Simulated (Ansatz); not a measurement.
Runs of Ansatz 0.2.0 on Ti. It takes space group P6_3/mmc (No. 194, hexagonal). The conventional cell has a = 2.950 Å, b = 2.950 Å, c = 4.680 Å, α = 90.00°, β = 90.00°, γ = 120.00°. Around Ti (site symmetry -6m2) lie 12 Ti at 2.89 to 2.95 Å. 

| task | level | potentials or basis | cell | k mesh | cutoff (eV) | smearing | other keys | mesh quality | gap on the mesh (eV) | pressure (GPa) | V0 of scaled cells (Å³/atom) | B0 (GPa) |
| --- | --- | --- | --- | --- | --- | --- | --- | --- | --- | --- | --- | --- |
| equation of state | PBEsol0 | Ansatz PAW | as given | 5 × 5 × 3 | 420 | fermi-dirac 0.05 eV | - | coarse | - | - | (a) | 136 |
| density of states | PBE | Ansatz PAW | as given | 10 × 10 × 6 | 420 | fermi-dirac 0.025 eV | - | not flagged | none | -1.4 | - | - |
| single point | PBE | Ansatz PAW | as given | 10 × 10 × 6 | 420 | fermi-dirac 0.05 eV | - | not flagged | none | -1.5 | - | - |
| density of states | r2SCAN+D3(BJ) | PseudoDojo standard (PBE files) | volume scaled by 1.25 | 10 × 10 × 6 | 1143 | gaussian 0.05 eV | scf.n_extra_bands = 32 | not flagged | none | (b) | - | - |
| equation of state | PBE | Ansatz PAW | as given | 10 × 10 × 6 | 420 | fermi-dirac 0.05 eV | - | not flagged | - | - | 17.40 | 111 |
| single point | PBE | Ansatz PAW | atoms moved at random, drawn with an rms of 0.05 Å | 10 × 10 × 6 | 420 | fermi-dirac 0.05 eV | - | not flagged | none | -1.5 | - | - |
| projected density of states | PBE+D4 | PseudoDojo stringent (PBE files) | volume scaled by 1.25 | 10 × 10 × 6 | 1143 | cold 0.1 eV | - | not flagged | none | -18.2 | - | - |

Alike in all rows: no spin polarisation.

Question: Fill in the values left out.

Answer: (a) 16.65; (b) -20.6.

Caveats: some runs use coarse meshes; the cell was scaled at fixed shape and fractional positions, which overstates the stiffness of a crystal with free parameters, most of all of layers and chains (some runs); pairwise dispersion overbinds metals, which lowers pressure and volume (some runs); the PAW data sets were made with another functional, which shifts forces and pressure a little (some runs); the meta-GGA runs on potentials made for a GGA (some runs); the potentials were made for another functional, which shifts forces and pressure (some runs); the dispersion damping was fitted for another functional or another form of the correction (some runs).

A gap of «none» marks a metal or a gap under the smearing width.
